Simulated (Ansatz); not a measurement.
Crystal: ZnS.

```
Zn S
1.0
     0.00000    2.70200    2.70200
     2.70200    0.00000    2.70200
     2.70200    2.70200    0.00000
Zn S
1 1
Direct
  0.75000 0.75000 0.75000
  0.00000 0.00000 0.00000
```

Base run:

- Program: Ansatz 0.2.0
- Functional: HSE06 form with a typed share of exact exchange
- Potentials or basis: Ansatz PAW
- Cutoff: 420 eV (not typed: the program's choice for these potentials)
- k mesh: 5 × 5 × 5
- Occupations: fermi-dirac, width 0.05 eV
- Spin: no spin polarisation

Its results: band gap on the k mesh 4.14 eV, direct; pressure 0.6 GPa.

Q: The run is repeated on the same cell with these changes: share of exact exchange from 0.4 to 0.5. What comes out?

A: Band gap on the k mesh 4.67 eV, direct; pressure 0.5 GPa.

Caveats: odd divisions of the mesh miss points on the zone boundary, where band edges often lie, so the gap on the mesh can be too wide; the PAW data sets come from PBE, with cores solved anew for the run's functional, which leaves a small shift of forces and pressure; the thresholds are loose for stress.

